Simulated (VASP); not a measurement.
Set up this calculation in VASP 6.6.1, as the native input.

| Quantity | Value |
| --- | --- |
| Task | single point |
| Functional | LDA |
| Potentials or basis | VASP PAW LDA potentials, release 64 (Y_sv) |
| Cutoff | 520 eV |
| k mesh | 6 × 6 × 6 |
| Occupations | gaussian, width 0.1 eV |
| Spin | no spin polarisation |
| Dipole correction | no |
| Further INCAR settings | ALGO = Fast; EDIFF = 1e-06; NBANDS = 12 |

The structure of Y lies in POSCAR:

```
Y
1.0
    0.0000000000      2.4850000000      2.4850000000
    2.4850000000      0.0000000000      2.4850000000
    2.4850000000      2.4850000000      0.0000000000
Y
1
Direct
    0.0000000000      0.0000000000      0.0000000000
```

This isn't the form of Y at room conditions, which is hcp.

One way to write it, as run:

INCAR

```
SYSTEM = Y
PREC = Accurate
ENCUT = 520
EDIFF = 1E-6
ISMEAR = 0
SIGMA = 0.1
LREAL = .FALSE.
LASPH = .TRUE.
NELM = 100
ALGO = Fast
ISIF = 2
LWAVE = .FALSE.
LCHARG = .FALSE.
GGA = CA
NBANDS = 12
```

KPOINTS

```
regular mesh
0
G
  6 6 6
  0 0 0
```

Potentials or basis: VASP PAW LDA potentials, release 64 (Y_sv).

The run is started by

```console
$ cat potpaw_LDA.64/Y_sv/POTCAR > POTCAR
$ mpirun -np 1 vasp_std > vasp.out
```

It gave:

```
Pressure               : -2.0 GPa
Band gap on the k mesh : none (metal or under the smearing width)
```

Caveat: the k mesh is coarse (spacing up to 0.36 Å⁻¹), so the values aren't converged.

Run time: 11 s on 1 thread of Intel(R) Xeon(R) 6975P-C (Granite Rapids), with other jobs on the host, peak memory 0.15 GiB.
